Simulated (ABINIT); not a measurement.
Runs of ABINIT 10.8.3 (patched build) on Si2W. It takes space group I4/mmm (No. 139, tetragonal). Conventional cell: a = 3.214 Å, b = 3.214 Å, c = 7.830 Å, α = 90.00°, β = 90.00°, γ = 90.00°. W (site symmetry 4/mmm) is surrounded by 10 Si at 2.62 Å. Si (site symmetry 4mm) is surrounded by 5 Si at 2.59 to 2.63 Å and 5 W at 2.62 Å. 

```csv
level,gap on the mesh (eV),pressure (GPa),relaxed volume (Å³/atom)
AM05,none,0.0,(a)
PW91,none,0.0,13.73
revPBE,none,0.0,13.80
WC,none,0.0,13.45
```

Alike in all rows: task relaxation of cell and atoms; potentials or basis JTH PAW PBE v2.0; no spin polarisation; cell relaxed; k mesh 8 × 8 × 8; cutoff (eV) 517; smearing fermi-dirac 0.05 eV.

Q: Fill in the values left out.

A: (a) 13.28.

Caveats: the PAW data sets were made with another functional, which shifts forces and pressure a little.

A k mesh can miss the band edges, and the runs leave out spin-orbit coupling on W.

A gap of «none» marks a metal or a gap under the smearing width.
